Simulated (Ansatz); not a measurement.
# CoO (R-3m) in Ansatz: settings compared

Aim: see how the results for CoO move with the level of theory and the settings. Levels: PBEsol, PBEsol+U. Tasks: band structure.

All numbers are computed with Ansatz 0.2.0; they aren't measurements. Logs are shortened: lines on timing, memory, paths and dates and some standing lists are left out, and cuts for length are marked.

### Step 1. The crystal as given

Symmetry: R-3m, No. 166, trigonal system. Conventional cell: a = 3.011 Å, b = 3.011 Å, c = 7.320 Å, α = 90.00°, β = 90.00°, γ = 120.00°. Co (site symmetry -3m) is surrounded by 6 O at 2.12 Å. O (site symmetry -3m) is surrounded by 6 Co at 2.12 Å.

The cell is a database's computed one.

### Step 2. Band structure, PBEsol, collinear spin, ferromagnetic start

File input.yaml:

```yaml
crystal:
  lattice:
    - [1.5054695445, 0.8691832468, 2.4399269062]
    - [-1.5054695445, 0.8691832468, 2.4399269062]
    - [0.0, -1.7383664936, 2.4399269062]
  atoms:
    - { symbol: Co, position: [0.0, 0.0, 0.0], spin: 2.0 }
    - { symbol: O, position: [0.5, 0.5, 0.5] }
hamiltonian:
  xc: pbesol
  pseudopotentials: { kind: paw }
magnetization:
  spin_polarized: true
kpoints:
  mp_grid: { grid: [11, 11, 11] }
  band_path:
    path:
      - [[0.0, 0.0, 0.0], [0.5, 0.0, 0.0], [0.5, 0.2512681158, -0.2512681158]]
      - [[0.7487318842, 0.5, 0.2512681158], [0.5, 0.5, 0.5], [0.0, 0.0, 0.0], [0.3756340579, 0.0, -0.3756340579]]
      - [[0.6243659421, 0.3756340579, 0.0], [0.5, 0.5, 0.0], [0.6243659421, 0.6243659421, 0.2512681158], [0.5, 0.5, 0.5]]
      - [[0.5, 0.0, 0.0], [0.7487318842, 0.3756340579, 0.3756340579]]
    npoints: 14
scf:
  occupations: { method: fermi_dirac, width: 0.05 }
  n_extra_bands: 6
output:
  forces: true
  stress: true
  eigenvalues: true
  fatbands: true
  write_density: true
  write_potential: true
  elf: true
  volumetric_format: npy
```

Potentials or basis: Ansatz PAW.

The run is started by

```sh
$ ansatz run input.yaml --threads 2 --pin off --max-ram 5632MiB --backend cpu --events-out ev --progress --plain --runs-dir out
```

The program printed:

```text
Warning: RAYON_NUM_THREADS=2 ignored (pool sized by the plan → 2); use --threads N
scf.n_extra_bands = 6 over 12 filled bands (N_el = 23.0): the run solves 18 bands
Engine: ansatz 0.2.0, aarch64-unknown-linux-gnu
Pseudopotentials: kind: paw
Pseudopotential: Co, paw, valence charge 17, recommended cutoff 420 eV (normal), Co.paw.azcp
Pseudopotential: O, paw, valence charge 6, recommended cutoff 420 eV (normal), O.paw.azcp
Functional definition: PBEsol
  exchange = pbesol_x
  correlation = pbesol_c
Crystal: 2 atoms, lattice volume = 19.156 Å³
Basis set: ecut = 420 eV, 339 PW (Γ), exchange–correlation on 48×48×48 points (8 copies of the dense FFT grid, shifted against one another)
Bands: 18, of which v1, the nominal top of the filled ones, is band 12 counted from 1 (11 counted from 0)
Symmetry: 12 space group operations
Space group: R-3m (ITA 166), of the structure as read, at distance tolerance 2.7e-5 Å
Magnetic group: BNS 166.97 (UNI 1327), of the structure as read, at distance tolerance 2.7e-5 Å
k-points: 146 of 1331
Non-local potential: Co, projectors of the file, l = 0: 3, l = 1: 2, l = 2: 3, l = 3: 1
Non-local potential: O, projectors of the file, l = 0: 2, l = 1: 2, l = 2: 1
PAW form: soft (Blöchl's): semilocal exchange-correlation on the pseudo side does not see the compensation charge
PAW frozen core: Co, regenerated for the run's functional, and the local potential with it (the file was generated under x = pbe(κ = 0.804, μ = 0.2195149727645171), c = pbe(β = 0.06672455060314922))
PAW frozen core: O, regenerated for the run's functional, and the local potential with it (the file was generated under x = pbe(κ = 0.804, μ = 0.2195149727645171), c = pbe(β = 0.06672455060314922))
PAW one-centre angular grid: Co, 590 points (default); XC on 64 Gauss nodes
PAW one-centre angular grid: O, 110 points (default); XC on 64 Gauss nodes
Initial density: superposition of atomic densities (chi_scale 0.1, normalization cell, long waves kept (reshape's long-wave potential 0.00 eV rms))
Starting moments: Σ|m| = 2 μB on 1 of 2 sites
Initial wavefunctions: pseudopotential atomic-orbital guess
Functional: x = pbesol(κ = 0.804, μ = 0.12345679012345678), c = pbesol(β = 0.046)
SCF iter   1: F=—  HF=-5651.318885 eV  |F-HF|=—  |Δ(HF+E_count)|=         —  Δρ=1.08e-1 (↑1.08e-1 ↓1.06e-1)  dr2=6.32e0  dr2_m=9.52e-2  M=2.030 μB ∫|m|=2.030 μB  β_m=0.30  ethr=3.10e-3  ⟨swp⟩=5.7  Hψ=22898  notcnv=0
Mixer restart at iter 1: flushing history
preconditioner: auto → none  [metal: Δε(μ)=0.003 eV  Ē_g=14.771 eV  σ=0.050 eV  W_gap=0.02  n_scr=8 (ndim 8)  ℏωp=32.9 eV  f_vac=0.000  D(μ)=5.08/eV (n_scr^D=112)  sad-step TF]
SCF iter   2: F=—  HF=-5651.971713 eV  |F-HF|=—  |Δ(HF+E_count)|=   6.53e-1  Δρ=7.68e-2 (↑7.68e-2 ↓6.02e-2)  dr2=5.73e-1  dr2_m=6.58e-1  M=2.536 μB ∫|m|=2.537 μB  β_m=0.36  ethr=3.10e-3  ⟨swp⟩=3.4  Hψ=12379  notcnv=0  defer=290
SCF iter   3: F=—  HF=-5652.280973 eV  |F-HF|=—  |Δ(HF+E_count)|=   3.09e-1  Δρ=8.21e-2 (↑6.45e-2 ↓8.21e-2)  dr2=9.89e-2  dr2_m=8.86e-1  M=2.901 μB ∫|m|=2.903 μB  β_m=0.19  ethr=2.49e-3  ⟨swp⟩=2.0  Hψ=8972  notcnv=0  defer=290
SCF iter   4: F=—  HF=-5652.048681 eV  |F-HF|=—  |Δ(HF+E_count)|=         —  Δρ=3.11e-2 (↑2.35e-2 ↓3.11e-2)  dr2=2.70e-1  dr2_m=5.65e-2  M=2.677 μB ∫|m|=2.683 μB  β_m=0.68  ethr=4.30e-4  ⟨swp⟩=2.1  Hψ=9585  notcnv=0  defer=294
Mixer restart at iter 4: flushing history
SCF iter   5: F=—  HF=-5652.213783 eV  |F-HF|=—  |Δ(HF+E_count)|=   1.65e-1  Δρ=5.84e-2 (↑3.21e-2 ↓5.84e-2)  dr2=5.26e-1  dr2_m=2.15e-1  M=2.978 μB ∫|m|=2.990 μB  β_m=0.40  ethr=4.30e-4  ⟨swp⟩=3.3  Hψ=12027  notcnv=0  defer=293  recentre
SCF iter   6: F=—  HF=-5652.172305 eV  |F-HF|=—  |Δ(HF+E_count)|=   4.15e-2  Δρ=2.18e-2 (↑2.18e-2 ↓1.79e-2)  dr2=4.10e-2  dr2_m=5.70e-2  M=2.828 μB ∫|m|=2.837 μB  β_m=0.60  ethr=4.30e-4  ⟨swp⟩=3.0  Hψ=12411  notcnv=0  defer=296
SCF iter   7: F=—  HF=-5652.281756 eV  |F-HF|=—  |Δ(HF+E_count)|=   1.09e-1  Δρ=2.13e-2 (↑5.52e-3 ↓2.13e-2)  dr2=6.17e-2  dr2_m=1.35e-2  M=2.936 μB ∫|m|=2.950 μB  β_m=0.65  ethr=1.78e-4  ⟨swp⟩=2.4  Hψ=11807  notcnv=0  defer=299
SCF iter   8: F=—  HF=-5652.268839 eV  |F-HF|=—  |Δ(HF+E_count)|=   1.29e-2  Δρ=3.95e-3 (↑3.11e-3 ↓3.95e-3)  dr2=1.57e-4  dr2_m=2.05e-3  M=2.943 μB ∫|m|=2.960 μB  β_m=0.64  ethr=1.78e-4  ⟨swp⟩=3.2  Hψ=10202  notcnv=0  defer=298
SCF iter   9: F=—  HF=-5652.269910 eV  |F-HF|=—  |Δ(HF+E_count)|=   1.07e-3  Δρ=3.09e-4 (↑3.08e-4 ↓3.09e-4)  dr2=2.58e-5  dr2_m=1.12e-5  M=2.937 μB ∫|m|=2.953 μB  β_m=0.82  ethr=6.82e-7  ⟨swp⟩=2.0  Hψ=11051  notcnv=0  defer=298
SCF iter  10: F=—  HF=-5652.269948 eV  |F-HF|=—  |Δ(HF+E_count)|=   3.83e-5  Δρ=7.61e-5 (↑7.61e-5 ↓7.22e-5)  dr2=3.62e-7  dr2_m=7.22e-7  M=2.938 μB ∫|m|=2.954 μB  β_m=0.78  ethr=1.12e-7  ⟨swp⟩=2.0  Hψ=7346  notcnv=0  defer=298
SCF iter  11: F=—  HF=-5652.269948 eV  |F-HF|=—  |Δ(HF+E_count)|=   6.48e-8  Δρ=4.34e-5 (↑4.34e-5 ↓3.98e-5)  dr2=2.15e-8  dr2_m=2.88e-7  M=2.938 μB ∫|m|=2.954 μB  β_m=0.89  ethr=1.57e-9  ⟨swp⟩=2.5  Hψ=7950  notcnv=0  defer=298
SCF iter  12: F=-5652.269948 eV  HF=-5652.269948 eV  |F-HF|=2.86e-10  |Δ(HF+E_count)|=   1.73e-8  Δρ=8.29e-6 (↑8.29e-6 ↓8.05e-6)  dr2=2.08e-9  dr2_m=9.81e-9  M=2.938 μB ∫|m|=2.954 μB  ethr=9.36e-11  ⟨swp⟩=9.7  Hψ=32466  notcnv=0
SCF 1 converged in 12 iterations: F = -5652.269948 eV  dr2 = 2.08e-9
NSCF: frozen V_eff on 130 k-points
SCF converged after 12 iterations
Magnetization: 2.9379 μB (12.9690 up, 10.0310 down)
Absolute magnetization: 2.9541 μB (∫|ρ↑−ρ↓|, with the PAW one-centre terms)
Spin contamination: 0.0078 ħ² per cell (⟨S²⟩ above its minimum at these occupations)
Per-site moments (μB) at R_I (Å): [(2.48563790111319, 0.876038603632342), (0.3357014872815636, 0.876038603632342)]
Free energy (F): -5652.269948 eV
Harris-Foulkes:  -5652.269948 eV  (|F-HF|=2.86e-10)
Internal energy: -5652.238119 eV  (E = F + TS)
E sigma→0 (E₀):  -5652.254034 eV
Entropy (-TS):   -0.031829 eV (-15.915 meV/atom)
Fermi energy:    13.983477 eV
--- Per-component energies (eV) ---
  E_band       = -303.584666
  E_kinetic    = 616.845877
  E_local      = -3418.512633  (includes V_loc(G=0)·N_el)
  E_nonlocal   = 515.708078
  E_hartree    = 1400.612898
  E_xc         = -226.210429
  E_vxc        = -292.223213  (∫ρ·V_xc dr)
  E_paw        = -1638.223807  (= ΣΔE_a)
  E_vpaw       = -526.629662  (= ΣTr[D̂ρ^β])
  E_aug_tail   = 0.002466  (compensation charges beyond the density's cutoff)
  E_ewald      = -2902.684276
  E_core_change = 0.223707  (= ΣΔE_core)
  E_smearing   = -0.031829  (= −TS)
  E_closure    = 0.000000  (closes the sum)
  Σ components = -5652.269948   (vs F -5652.269948, Δ=0.00e0)
--- Forces (eV/Å), atoms counted from 1 ---
  atom   1  Co    -0.00000000     0.00000000    -0.00000000
  atom   2  O      0.00000000     0.00000000     0.00000000
  max |Σ_I F_I| component: 3.16e-30 eV/Å
--- Stress (GPa, compression-positive) ---
       -9.016498       0.000000      -0.000000
        0.000000      -9.016498      -0.000000
       -0.000000      -0.000000      -9.372647
  P = ⅓ Tr σ = -9.1352 GPa (-91.352 kbar)
--- Band table (eV; the first three rows and the last of 292) ---
  k-point 0 ↑: bands = ["-82.6466", "-46.0484", "-46.0484", "-46.0390", "-6.3929", "10.6460", "10.6460", "10.6632", "10.6632", "10.6947", "10.7858", "10.7858", "10.8246", "14.7747", "30.4379", "31.7579", "31.7579", "31.9665"]
  k-point 1 ↑: bands = ["-82.6464", "-46.0513", "-46.0488", "-46.0397", "-6.3043", "9.7749", "9.8098", "9.8445", "10.8338", "10.8558", "11.1244", "11.5427", "11.5641", "15.3591", "28.8406", "31.4664", "31.6354", "32.5138"]
  k-point 2 ↑: bands = ["-82.6456", "-46.0594", "-46.0499", "-46.0412", "-6.0570", "8.4805", "9.0577", "9.0965", "10.9888", "11.0130", "11.3458", "12.3929", "12.4043", "16.5594", "26.6825", "30.3796", "30.5095", "32.9466"]
  k-point 145 ↓: bands = ["-79.6205", "-43.1322", "-43.0968", "-43.0948", "-4.4881", "6.2979", "9.0128", "9.1294", "13.8283", "13.8612", "14.1473", "16.2120", "16.5339", "19.6150", "23.9708", "26.9136", "27.7948", "35.7259"]
```

Run time: 6.7 s. Hardware: 2 threads of Arm Neoverse V2, shared host; peak memory 0.36 GiB.

Results:

```yaml
Free_energy: -5652.2699 eV
Pressure: -9.1 GPa
Band_gap_on_the_k_mesh: none (metal or under the smearing width)
Net_moment: 2.94 μB per cell
Absolute_moment: 2.95 μB per cell
Site_moments: Co +2.49; O +0.34 μB
```

Levels at the corners of the path, in eV from the Fermi level:
Spin up:
```tsv
point	band 11	band 12	band 13	band 14	band 15	band 16
Γ	-3.20	-3.20	-3.16	0.79	16.45	17.77
L	-1.89	0.05	0.07	4.79	9.15	13.14
B1	-2.38	-2.14	-1.40	7.91	9.72	9.80
B	-2.38	-2.14	-1.40	7.91	9.72	9.80
Z	-1.86	0.07	0.07	4.73	9.26	13.04
Γ	-3.20	-3.20	-3.16	0.79	16.45	17.77
X	-2.10	-2.01	-1.36	7.22	9.46	9.56
Q	-2.10	-2.01	-1.36	7.22	9.46	9.56
F	-2.43	-2.14	-2.13	5.64	9.59	11.42
P1	-2.08	-2.01	-1.34	7.22	9.42	9.60
Z	-1.86	0.07	0.07	4.73	9.26	13.04
L	-1.89	0.05	0.07	4.79	9.15	13.14
P	-2.08	-2.01	-1.34	7.22	9.42	9.60
```
Spin down:
| point | band 6 | band 7 | band 8 | band 9 | band 10 | band 11 | band 12 | band 13 | band 14 | band 15 |
| --- | --- | --- | --- | --- | --- | --- | --- | --- | --- | --- |
| Γ | -2.74 | -2.74 | -2.68 | -1.14 | -1.14 | -1.11 | -0.13 | -0.13 | 1.35 | 16.40 |
| L | -7.86 | -4.85 | -4.80 | -0.14 | -0.11 | 0.18 | 2.59 | 2.60 | 5.11 | 9.97 |
| B1 | -5.83 | -5.82 | -5.23 | -0.40 | -0.39 | 0.16 | 0.73 | 1.47 | 8.82 | 10.29 |
| B | -5.83 | -5.82 | -5.23 | -0.40 | -0.39 | 0.16 | 0.73 | 1.47 | 8.82 | 10.29 |
| Z | -7.83 | -4.87 | -4.87 | -0.11 | -0.11 | 0.20 | 2.61 | 2.61 | 5.05 | 10.09 |
| Γ | -2.74 | -2.74 | -2.68 | -1.14 | -1.14 | -1.11 | -0.13 | -0.13 | 1.35 | 16.40 |
| X | -6.25 | -5.86 | -4.46 | -1.08 | 0.00 | 0.18 | 0.98 | 1.44 | 8.03 | 10.08 |
| Q | -6.25 | -5.86 | -4.46 | -1.08 | 0.00 | 0.18 | 0.98 | 1.44 | 8.03 | 10.08 |
| F | -6.64 | -4.03 | -3.98 | -2.33 | 0.16 | 0.16 | 0.35 | 0.84 | 6.49 | 10.10 |
| P1 | -6.24 | -5.86 | -4.52 | -1.04 | 0.00 | 0.17 | 0.98 | 1.47 | 8.03 | 10.03 |
| Z | -7.83 | -4.87 | -4.87 | -0.11 | -0.11 | 0.20 | 2.61 | 2.61 | 5.05 | 10.09 |
| L | -7.86 | -4.85 | -4.80 | -0.14 | -0.11 | 0.18 | 2.59 | 2.60 | 5.11 | 9.97 |
| P | -6.24 | -5.86 | -4.52 | -1.04 | 0.00 | 0.17 | 0.98 | 1.47 | 8.03 | 10.03 |

Caveat: the pressure holds a Pulay correction of +0.8 GPa for the finite cutoff; a cell with one magnetic atom can't hold antiferromagnetic order, which such compounds often take; semilocal functionals often make such compounds metallic where correlation or magnetic order opens a gap, which also shifts bond lengths; the PAW data sets come from PBE, with cores solved anew for the run's functional, which leaves a small shift of forces and pressure.

(Continued in part 2 of 3.)
